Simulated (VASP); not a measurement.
Mg3Sb2, 5 atoms in the cell. Symmetry: P-3m1, No. 164, trigonal system. The conventional cell has a = 4.582 Å, b = 4.582 Å, c = 7.244 Å, α = 90.00°, β = 90.00°, γ = 120.00°. Around Sb (site symmetry 3m) lie 7 Mg at 2.82 to 3.15 Å. Around Mg (site symmetry -3m) lie 6 Sb at 3.15 Å. Mg (site symmetry 3m) is surrounded by 4 Sb at 2.82 to 2.86 Å. 

| Quantity | Value |
| --- | --- |
| Program | VASP 6.6.1 |
| Task | band structure |
| Functional | PBE |
| Potentials or basis | VASP PAW PBE potentials, release 54 (Sb, Mg) |
| Cutoff | 520 eV |
| k mesh | 7 × 7 × 4 |
| Occupations | fermi-dirac, width 0.05 eV |
| Spin | no spin polarisation |
| Further INCAR settings | ALGO = Normal; EDIFF = 1e-07; NBANDS = 16 |

Potentials or basis: VASP PAW PBE potentials, release 54 (Sb, Mg).

Launch:

```sh
$ cat potpaw_PBE.54/Sb/POTCAR potpaw_PBE.54/Mg/POTCAR > POTCAR
$ cp INCAR.step1 INCAR
$ cp KPOINTS.step1 KPOINTS
$ mpirun -np 1 vasp_std > vasp.out
$ cp INCAR.step2 INCAR
$ cp KPOINTS.step2 KPOINTS
$ mpirun -np 1 vasp_std > vasp.out
```

Hardware: 1 thread of Intel(R) Xeon(R) 6975P-C (Granite Rapids) (shared host).

Estimate the wall time of this run.

Wall time 110 s on 1 thread of Intel(R) Xeon(R) 6975P-C (Granite Rapids), on a shared host, peak memory 0.44 GiB. Counts: scf iterations 8, k points 135.
